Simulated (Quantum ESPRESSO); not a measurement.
Crystal: Ni.

```
CELL_PARAMETERS angstrom
2.44802 0.00000 0.00000
-1.22401 2.12005 0.00000
0.00000 0.00000 4.07281
ATOMIC_POSITIONS crystal
Ni 0.66667 0.33333 0.75000
Ni 0.33333 0.66667 0.25000
```

This isn't the form of Ni at room conditions, which is fcc.

```yaml
Program: Quantum ESPRESSO 7.5
Task: single point
Functional: PBEsol
Potentials_or_basis: GBRV 1.5 PBEsol
Cutoff: 612 eV
Density_cutoff: 4898 eV
k_mesh: 12 × 12 × 7
Occupations: fermi-dirac, width 0.05 eV
Spin: collinear spin, ferromagnetic start
Starting_moments: "[1.0, 1.0] μB"
```

On this cell: pressure -3.1 GPa; largest force under 0.003 eV/Å; net moment 1.35 μB per cell; site moments Ni +0.72 μB; band gap on the k mesh none (metal or under the smearing width).

The same run follows on a disturbed copy (atoms moved at random, drawn with an rms of 0.05 Å):

```
CELL_PARAMETERS angstrom
2.44802 0.00000 0.00000
-1.22401 2.12005 0.00000
0.00000 0.00000 4.07281
ATOMIC_POSITIONS crystal
Ni 0.67277 0.33548 0.75541
Ni 0.34218 0.65836 0.24447
```

Problem. What changes?

Solution. The energy (extrapolated to zero smearing) moves by +4.9 meV/atom; pressure -2.8 GPa; largest force 0.410 eV/Å; net moment 1.35 μB per cell; site moments Ni +0.72 μB; band gap on the k mesh none (metal or under the smearing width).

Forces in eV/Å, atoms in the order of the input:
```
Ni   0.039 -0.042 -0.406
Ni  -0.039  0.042  0.406
```

Stress tensor (GPa, compression positive):
```
-1.19 -0.33 -0.11
-0.33 -1.92  0.11
-0.11  0.11 -5.42
```
